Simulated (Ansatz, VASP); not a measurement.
## ZnS in VASP and in Ansatz

INCAR

```
PREC = Accurate
ENCUT = 520
EDIFF = 1E-7
ISMEAR = 0
SIGMA = 0.01
LREAL = F
LASPH = T
NELM = 100
ALGO = Normal
ISIF = 2
LWAVE = F
LCHARG = F
GGA = PE
NBANDS = 26
```

KPOINTS

```
regular mesh
0
Gamma
  9 9 6
```

File POSCAR:

```
ZnS
1.0
    3.8451345355      0.0000000000      0.0000000000
   -1.9225672678      3.3299841887      0.0000000000
    0.0000000000      0.0000000000      6.3057239286
Zn S
2 2
Direct
    0.3333333333      0.6666666667      0.0002431800
    0.6666666667      0.3333333333      0.5002431800
    0.3333333333      0.6666666667      0.3747568200
    0.6666666667      0.3333333333      0.8747568200
```

Input for Ansatz:

```yaml
crystal:
  lattice:
    - [3.8451345355, 0.0, 0.0]
    - [-1.9225672678, 3.3299841887, 0.0]
    - [0.0, 0.0, 6.3057239286]
  atoms:
    - { symbol: Zn, position: [0.3333333333, 0.6666666667, 0.00024318] }
    - { symbol: Zn, position: [0.6666666667, 0.3333333333, 0.50024318] }
    - { symbol: S, position: [0.3333333333, 0.6666666667, 0.37475682] }
    - { symbol: S, position: [0.6666666667, 0.3333333333, 0.87475682] }
basis:
  ecutwfc: 420
  xc_grid: 2
kpoints:
  mp_grid: { grid: [9, 9, 6] }
hamiltonian:
  xc: pbe
  pseudopotentials: { kind: paw, azcp: { folder: soft_1 } }
scf:
  occupations: { method: fixed }
output:
  forces: true
  stress: true
  eigenvalues: true
  polarization: {}
```

Change from the starting cell: polar distortion scaled by 1.00.

Alike in both runs: task single point; functional PBE; k mesh 9 × 9 × 6; no spin polarisation.

|  | VASP | Ansatz |
| --- | --- | --- |
| version | VASP 6.6.1 | Ansatz 0.2.0 |
| potentials or method | VASP PAW PBE potentials, release 64 (Zn, S) | scalar-relativistic, plane waves, PAW |
| plane-wave cutoff (eV) | 520 | 420 |
| occupations | gaussian, width 0.01 eV | fixed |
| valence electrons in the cell | 36 | 36 |

|  | VASP | Ansatz | Ansatz less VASP |
| --- | --- | --- | --- |
| gap on the k mesh at the Fermi level (eV) | 2.08 | 2.07 | -0.007 |
| least direct gap on the mesh (eV) | 2.08 | 2.07 | -0.007 |
| pressure (GPa) | 0.1 | 0.0 | -0.14 |
